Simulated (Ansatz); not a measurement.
**Is this MgO structure a true minimum?**

It was relaxed at this level from a Materials Project cell.

Level of theory: DFT PBE, scalar-relativistic, plane waves, PAW in Ansatz. Settings: cutoff 420 eV, Γ-centred mesh 12×12×6 on the computed 4-atom cell, Gaussian smearing of 0.02 eV; no spin polarisation.

The cell below (4 atoms, space group P6_3mc (No. 186)) is relaxed within its symmetry.

```
Mg O
1.0
     3.31508    0.00000    0.00000
    -1.65754    2.87094    0.00000
     0.00000    0.00000    5.11824
Mg O
2 2
Direct
  0.33333 0.66667 0.00619
  0.66667 0.33333 0.50619
  0.33333 0.66667 0.39841
  0.66667 0.33333 0.89841
```

For the test a repeat of it with 8 atoms (edges 3.32, 5.12, 5.74 Å) was strained at random (σ = 1.5 % a component), the atoms were moved at random (σ = 0.15 Å), and all was relaxed again on a coarse 4×4×2 mesh (in the run’s order of axes) with 0.10 eV smearing, with no symmetry imposed.

Task: What happens?

Result: It returns, within 1 meV/atom of the unmoved cell on that mesh and with the same symmetry when read at 0.1 Å. No instability shows in this cell; modes of other wave vectors, which need another repeat, aren't tested. Another cell of MgO relaxed alike, in P6_3/mmc (a Materials Project cell), lies 33 meV/atom lower, so this cell isn't the stable form at this level.
